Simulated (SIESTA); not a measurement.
# BAs: equation of state with AM05

**What was measured.**

“Basic Physical Properties of Cubic Boron Arsenide”, 2019, arxiv:1911.11281 quotes, for a bulk crystal of BAs: bulk modulus 148 GPa.

Crystal: BAs.

```
CELL_PARAMETERS angstrom
0.00000 2.38850 2.38850
2.38850 0.00000 2.38850
2.38850 2.38850 0.00000
ATOMIC_POSITIONS crystal
As 0.75000 0.75000 0.75000
B 0.00000 0.00000 0.00000
```

* Program: SIESTA 5.4.2
* Task: equation of state
* Functional: AM05
* Potentials or basis: PseudoDojo 0.4 standard (PBEsol files)
* Basis: DZP (energy shift 0.002 Ry)
* Grid cutoff: 500 Ry
* Energy shift: 0.002 Ry
* k mesh: 10 × 10 × 10
* Occupations: fermi-dirac, width 0.05 eV
* Spin: no spin polarisation

| Item | Value |
| --- | --- |
| Equilibrium volume | 13.96 Å³/atom |
| Bulk modulus | 125 GPa |
| Pressure derivative of the bulk modulus | 4.8 (rough: it moves with the points fitted) |

Energy against volume, from the lowest point:
```tsv
volume (Å³/atom)	energy (meV/atom)
12.809	43.29
13.081	24.15
13.354	10.91
13.626	2.99
13.899	0.00
14.171	1.15
14.444	6.11
```

All runs of the series together: 6.3 min on 1 thread of Arm Neoverse V1, with other jobs on the host.

A measured bulk modulus of BAs is 148 GPa (quoted in “Basic Physical Properties of Cubic Boron Arsenide”, 2019, arxiv:1911.11281); the calculated 125 GPa misses it by -15.4 %. The fit is for a static lattice scaled at fixed shape and fixed fractional positions.

Caveat: semicore shells carry a single zeta, which can move pressures by several GPa and volumes by a few percent; the potentials were made for another functional, which shifts forces and pressure; the basis of atomic orbitals isn't converged, which shifts pressures, moduli and gaps.
